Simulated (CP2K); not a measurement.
Crystal: La.

```xyz
2
Lattice="3.7500 0.0000 0.0000 -1.8750 3.2476 0.0000 0.0000 0.0000 6.0700" Properties=species:S:1:pos:R:3 pbc="T T T"
La    1.8750    1.0825    4.5525
La    0.0000    2.1651    1.5175
```

This isn't the form of La at room conditions, which is double hcp.

* Program: CP2K 2026.2
* Task: single point
* Functional: PBE
* Potentials or basis: GTH_POTENTIALS La GTH-PBE-q11; TZVP-MOLOPT-SR-GTH basis
* Density cutoff: 6123 eV
* k mesh: 8 × 8 × 5
* Occupations: fermi-dirac, width 0.05 eV
* Spin: no spin polarisation

On this cell: pressure 1.8 GPa; largest force under 0.003 eV/Å; band gap on the k mesh none (metal or under the smearing width).

The same run follows on a disturbed copy (atoms moved at random, drawn with an rms of 0.05 Å):

```xyz
2
Lattice="3.7500 0.0000 0.0000 -1.8750 3.2476 0.0000 0.0000 0.0000 6.0700" Properties=species:S:1:pos:R:3 pbc="T T T"
La    1.8924    1.0142    4.5116
La    0.0118    2.1402    1.5273
```

Problem. What does the disturbed cell give?

Solution. The energy (extrapolated to zero smearing) moves by +1.1 meV/atom; pressure 1.8 GPa; largest force 0.102 eV/Å; band gap on the k mesh none (metal or under the smearing width).

Forces in eV/Å, atoms in the order of the input:
```
La   0.000 -0.005  0.101
La   0.000  0.005 -0.101
```

Stress tensor (GPa, compression positive):
```
1.70 0.01 0.00
0.01 1.87 0.03
0.00 0.03 1.87
```

Caveats: the basis of atomic orbitals isn't converged, which shifts pressures, moduli and gaps.
